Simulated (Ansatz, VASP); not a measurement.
**One calculation of GeS, two programs**

```
CELL_PARAMETERS angstrom
10.60781 0.00000 0.00000
0.00000 3.60810 0.00000
0.00000 0.00000 4.42234
ATOMIC_POSITIONS crystal
Ge 0.12508 0.25000 0.12823
Ge 0.37492 0.75000 0.62823
Ge 0.62508 0.25000 0.37177
Ge 0.87492 0.75000 0.87177
S 0.84723 0.25000 0.51187
S 0.65277 0.75000 0.01187
S 0.34723 0.25000 0.98813
S 0.15277 0.75000 0.48813
```

Alike in both runs: task single point; functional PBE; k mesh 2 × 6 × 6; no spin polarisation.

```csv
,VASP,Ansatz
version,VASP 6.6.1,Ansatz 0.2.0
potentials or method,"VASP PAW PBE potentials, release 64 (Ge_d, S)","plane waves, PAW"
plane-wave cutoff (eV),520,420
occupations,"gaussian, width 0.01 eV",fixed
valence electrons in the cell,80,80
```

```csv
,VASP,Ansatz,Ansatz less VASP
gap on the k mesh at the Fermi level (eV),1.10,1.10,+0.004
```

A k mesh can miss the band edges.
